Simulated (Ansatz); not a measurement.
BaTiO3:

```
Ba Ti O
1.0
    -0.09159    0.02278   -3.96240
     3.88088    4.13178    0.06850
     3.92317   -4.17407    0.11386
Ba Ti O
2 2 6
Cartesian
  -0.0891 0.0216 -3.9524
  3.8099 -0.0081 -3.8705
  5.8057 -2.0917 -1.8364
  5.7813 2.0621 -1.8706
  5.7605 -2.0831 -3.8105
  5.8496 2.0349 0.1179
  1.9215 -0.0035 -1.9120
  5.8095 -0.0035 -1.8420
  3.8686 -2.0813 -1.8916
  3.8553 2.0567 -1.9035
```

```yaml
Program: Ansatz 0.2.0
Task: relaxation of cell and atoms
Functional: PBEsol
Potentials_or_basis: Ansatz PAW
Cutoff: "420 eV (not typed: the program's choice for these potentials)"
k_mesh: 7 × 5 × 5
Occupations: fermi-dirac, width 0.05 eV
Spin: no spin polarisation
```

At the start: volume 12.83 Å³/atom.

Task: How do energy, volume and symmetry change on relaxing?

Result: It ends after 15 steps and the volume is 12.69 Å³/atom (-1.1 %); space group R3m (No. 160, to 0.05 Å).

Step by step:
| step | energy change (eV) | largest force (eV/Å) | volume (Å³) |
| --- | --- | --- | --- |
| 1 | 0.0000 | 0.2526 | 128.34 |
| 2 | -0.1858 | 0.2111 | 125.25 |
| 3 | -0.3239 | 0.0732 | 125.04 |
| 4 | -0.3258 | 0.0711 | 125.22 |
| 5 | -0.3286 | 0.1154 | 125.44 |
| 6 | -0.3613 | 0.0576 | 126.63 |
| 7 | -0.3608 | 0.0476 | 126.93 |
| 8 | -0.3615 | 0.0109 | 126.94 |
| 9 | -0.3615 | 0.0109 | 126.94 |
| 10 | -0.3615 | 0.0004 | 126.94 |
| 11 | -0.3646 | 0.0006 | 126.94 |
| 12 | -0.3656 | 0.0019 | 126.91 |
| 13 | -0.3656 | 0.0018 | 126.91 |
| 14 | -0.3655 | 0.0004 | 126.93 |
| 15 | -0.3656 | 0.0004 | 126.93 |

Final structure:
```
CELL_PARAMETERS angstrom
-0.00477 0.00471 -3.98848
3.98277 3.98586 -0.00044
3.99229 -3.99500 0.00903
ATOMIC_POSITIONS crystal
Ba 0.00616 0.00011 0.99380
Ba 0.00616 0.50011 0.49380
Ti 0.51716 0.50025 0.98274
Ti 0.51716 0.00025 0.48274
O 0.98806 0.49994 0.00573
O 0.98806 0.99994 0.50573
O 0.49436 0.24670 0.25890
O 0.49436 0.74670 0.75891
O 0.49426 0.25300 0.75882
O 0.49426 0.75299 0.25882
```

Caveat: the plane-wave basis is chosen anew once the cell has moved, so the energies of steps on either side of that aren't comparable; the pressure holds a Pulay correction of +0.6 GPa for the finite cutoff; the PAW data sets come from PBE, with cores solved anew for the run's functional, which leaves a small shift of forces and pressure.
